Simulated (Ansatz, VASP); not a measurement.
**Ir in VASP and in Ansatz**

INCAR

```
PREC = Accurate ; ENCUT = 600
EDIFF = 1E-6 ; ISMEAR = -1
SIGMA = 0.05 ; LREAL = False
LASPH = True ; NELM = 80
ALGO = Normal ; ISIF = 3
LWAVE = False ; LCHARG = False
GGA = B5 ; ALDAX = 1.0
AGGAX = 1.0 ; AGGAC = 1.0
ALDAC = 0.0 ; IBRION = 2
NSW = 60 ; EDIFFG = -0.01
```

The input KPOINTS:

```
regular mesh
0
Gamma
  11 11 6
```

POSCAR

```
Ir
1.0
    2.7513778946      0.0000000000      0.0000000000
   -1.3756889473      2.3827631521      0.0000000000
    0.0000000000      0.0000000000      4.4622900000
Ir
2
Direct
    0.3333333333      0.6666666667      0.2500000000
    0.6666666667      0.3333333333      0.7500000000
```

Contents of input.yaml:

```yaml
crystal:
  lattice:
    - [2.7513778946, 0.0, 0.0]
    - [-1.3756889473, 2.3827631521, 0.0]
    - [0.0, 0.0, 4.46229]
  atoms:
    - { symbol: Ir, position: [0.3333333333, 0.6666666667, 0.25] }
    - { symbol: Ir, position: [0.6666666667, 0.3333333333, 0.75] }
hamiltonian:
  xc: blyp
  pseudopotentials: { kind: paw }
kpoints:
  mp_grid: { grid: [11, 11, 6] }
scf:
  occupations: { method: fermi_dirac, width: 0.05 }
output:
  forces: true
  stress: true
  eigenvalues: true
relax:
  f_tol: 0.01
  max_steps: 40
  cell: { stress_tol: 0.05 }
```

This isn't the form of Ir at room conditions, which is fcc.

Alike in both runs: task relaxation of cell and atoms; functional BLYP; k mesh 11 × 11 × 6; occupations fermi-dirac, width 0.05 eV; no spin polarisation.

```csv
,VASP,Ansatz
version,VASP 6.6.1,Ansatz 0.2.0
potentials or method,"VASP PAW PBE potentials, release 64 (Ir)",Ansatz PAW
plane-wave cutoff (eV),600,420
valence electrons in the cell,18,34
```

|  | VASP | Ansatz | Ansatz less VASP |
| --- | --- | --- | --- |
| gap on the k mesh at the Fermi level, each at its own relaxed structure (eV) | none | none | - |
| relaxed volume (Å³/atom) | 15.46 | 15.33 | -0.125 |
| relaxed cell length with the largest relative difference (Å) | 4.541 | 4.529 | -0.0123 |
| energy change over the relaxation (meV/atom) | -45 | -32 | +12.7 |

A gap of «none» marks a metal or a gap that the smearing closes. The two sets of potentials don't hold the same shells in valence.

Caveats: the PAW data sets were made with another functional, which shifts forces and pressure a little (VASP); the plane-wave basis is chosen anew once the cell has moved, so the energies of steps on either side of that aren't comparable (Ansatz); the PAW data sets come from PBE, with cores solved anew for the run's functional, which leaves a small shift of forces and pressure (Ansatz). Spin-orbit coupling is left out, which matters for the levels of Ir.
